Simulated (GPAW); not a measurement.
Runs of GPAW 26.7.0 on Os. Symmetry: P6_3/mmc, No. 194, hexagonal system. The conventional cell has a = 2.734 Å, b = 2.734 Å, c = 4.320 Å, α = 90.00°, β = 90.00°, γ = 120.00°. Os (site symmetry -6m2) is surrounded by 12 Os at 2.68 to 2.73 Å. 

```csv
task,level,potentials or basis,spin,cell,optimizer,fmax,max steps,band path,band points,gap on the mesh (eV),pressure (GPa),relaxed volume (Å³/atom)
relaxation of cell and atoms,RPBE+D3(BJ),"the program's PAW data sets (release 1.2.1) made for this functional, pw",off,relaxed,LBFGS,0.02 eV/Å,40,-,-,none,-0.1,(b)
band structure,TASK,"GPAW PAW data sets (gpaw-data 1.2.1), pw","SOC, no magnetisation",as given,-,-,-,"GMKGALHA,LM,KH",60,-,-0.8,-
band structure,AM05,"PAW data sets generated in the run's folder for this functional, pw","SOC, no magnetisation",as given,-,-,-,"GMKGALHA,LM,KH",80,-,(a),-
relaxation of cell and atoms,PBEsol+D3,"PAW data sets generated in the run's folder for this functional, pw",off,relaxed to 1 GPa,FIRE,0.02 eV/Å,40,-,-,none,0.9,-
relaxation of cell and atoms,mBEEF,"GPAW PAW data sets (gpaw-data 1.2.1), pw",off,relaxed,LBFGS,0.01 eV/Å,40,-,-,none,0.0,13.39
band structure,PBE,"GPAW PAW data sets (gpaw-data 1.2.1), other valence, pw",off,as given,-,-,-,"GMKGALHA,LM,KH",60,-,15.9,-
relaxation of cell and atoms,PW91+D4,"PAW data sets generated in the run's folder for this functional, pw",off,relaxed,BFGS,0.02 eV/Å,60,-,-,none,0.2,14.00
relaxation of cell and atoms,BP86+D4,"PAW data sets generated in the run's folder for this functional, pw",off,relaxed to -2 GPa,LBFGS,0.02 eV/Å,60,-,-,none,-2.0,-
relaxation of cell and atoms,OLYP+D3(BJ),"PAW data sets generated in the run's folder for this functional, pw",off,relaxed to -2 GPa,BFGS,0.01 eV/Å,100,-,-,none,-2.1,-
band structure,SOGGA,"PAW data sets generated in the run's folder for this functional, pw","SOC, no magnetisation",as given,-,-,-,"GMKGALHA,LM,KH",60,-,-6.2,-
```

Alike in all rows: k mesh 8 × 8 × 5; cutoff (eV) 600; smearing fermi-dirac 0.05 eV.

Problem. Estimate the missing entries.

Solution. (a) -8.6; (b) 12.91.

Caveats: later steps reuse the first step's grids (some runs); pairwise dispersion overbinds metals, which lowers pressure and volume (some runs); spin-orbit coupling was added after a scalar SCF, so levels and gaps hold it while energy, forces, pressure and moments don't (some runs); this program's spin-orbit splittings come out too wide for heavy elements (some runs); the PAW data sets were made with another functional, which shifts forces and pressure a little (some runs); so large a pressure means that the cell lies far from this level's equilibrium, or that cutoff or potentials fall short (some runs); spin-orbit coupling is left out, which moves the levels of the heavy elements (some runs).

A k mesh can miss the band edges, and rows without SOC leave out spin-orbit coupling on Os.

A gap of «none» marks a metal or a gap under the smearing width.

The runs don't all hold the same shells in valence.
